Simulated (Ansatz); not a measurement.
**GaN under changes of volume**

One of the cells (11.444 Å³/atom); the others are scaled copies at fixed shape and fractional positions:

```xyz
2
Lattice="0.0000 2.2535 2.2535 2.2535 0.0000 2.2535 2.2535 2.2535 0.0000" Properties=species:S:1:pos:R:3 pbc="T T T"
Ga    0.0000    0.0000    0.0000
N     1.1268    1.1268    1.1268
```

The cell is a database's computed one.

| Property | Result |
| --- | --- |
| Program | Ansatz 0.2.0 |
| Functional | PBEsol |
| Dispersion | D3(BJ) |
| Potentials or basis | Ansatz PAW |
| Cutoff | 420 eV (not typed: the program's choice for these potentials) |
| k mesh | 10 × 10 × 10 |
| Occupations | fermi-dirac, width 0.05 eV |
| Spin | no spin polarisation |

```csv
volume (Å³/atom),energy over the lowest point (meV/atom),pressure (GPa),gap on the mesh (eV)
10.757,?,?,?
10.986,2.23,3.7,1.92
11.215,0.00,-0.5,1.79
11.444,3.46,-4.2,1.66
11.673,11.92,-7.6,1.54
11.902,24.96,-10.6,1.42
12.131,42.07,-13.3,1.29
```

Q: What does the run at 10.757 Å³/atom give?

A: Energy over the lowest point 10.83 meV/atom; pressure 8.4 GPa; gap on the mesh 2.06 eV.

Worked out: A Birch-Murnaghan fit of order 3 (a polynomial in V^(-2/3)) to the other rows has its minimum at 11.19 Å³/atom with B0 = V·E''(V) = 195 GPa and B' = 4.3. It gives 10.73 meV/atom at 10.757 Å³/atom, against the run's 10.83, and -dE/dV = 8.3 GPa, against 8.4. A straight line through the other rows of the gap, of slope -6.31 eV per unit of ln V (its deformation potential), extrapolates to 2.05 eV, against the run's 2.06.

Energies are extrapolated to zero smearing.

Caveats: the PAW data sets come from PBE, with cores solved anew for the run's functional, which leaves a small shift of forces and pressure.

Spin-orbit coupling on Ga is left out.
